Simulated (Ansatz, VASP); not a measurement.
**MgO: VASP beside Ansatz**

```
Mg O
1.0
     2.13515   -2.13515    0.00000
     2.13515    0.00000   -2.13515
     9.11795    9.11795    9.11795
Mg O
6 6
Direct
  0.66667 0.66667 0.03903
  0.00000 0.00000 0.81959
  0.33333 0.33333 0.19514
  0.66667 0.66667 0.50737
  0.00000 0.00000 0.35125
  0.33333 0.33333 0.66348
  0.66667 0.66667 0.27320
  0.00000 0.00000 0.11708
  0.33333 0.33333 0.42931
  0.66667 0.66667 0.74154
  0.00000 0.00000 0.58542
  0.33333 0.33333 0.89765
```

Alike in both runs: task single point; functional PBE; k mesh 9 × 9 × 2; occupations gaussian, width 0.05 eV; no spin polarisation.

|  | VASP | Ansatz |
| --- | --- | --- |
| version | VASP 6.6.1 | Ansatz 0.2.0 |
| potentials or method | VASP PAW PBE potentials, release 64 (Mg, O) | scalar-relativistic, plane waves, PAW |
| plane-wave cutoff (eV) | 520 | 420 |
| valence electrons in the cell | 48 | 96 |

|  | VASP | Ansatz | Ansatz less VASP |
| --- | --- | --- | --- |
| gap on the k mesh at the Fermi level (eV) | none | none | - |
| pressure (GPa) | -4.5 | -3.9 | +0.63 |
| largest component of the traceless stress (GPa) | 4.86 | 4.86 | +0.008 |
| rms of the force components (eV/Å) | 0.737 | 0.741 | +0.0038 |

Atom by atom the forces differ by 0.006 eV/Å (rms over components). A gap of «none» marks a metal or a gap that the smearing closes. The two sets of potentials don't hold the same shells in valence.

Caveats: forces of over 1 eV/Å show positions far from the minimum, so gaps and moduli don't describe the material at rest.
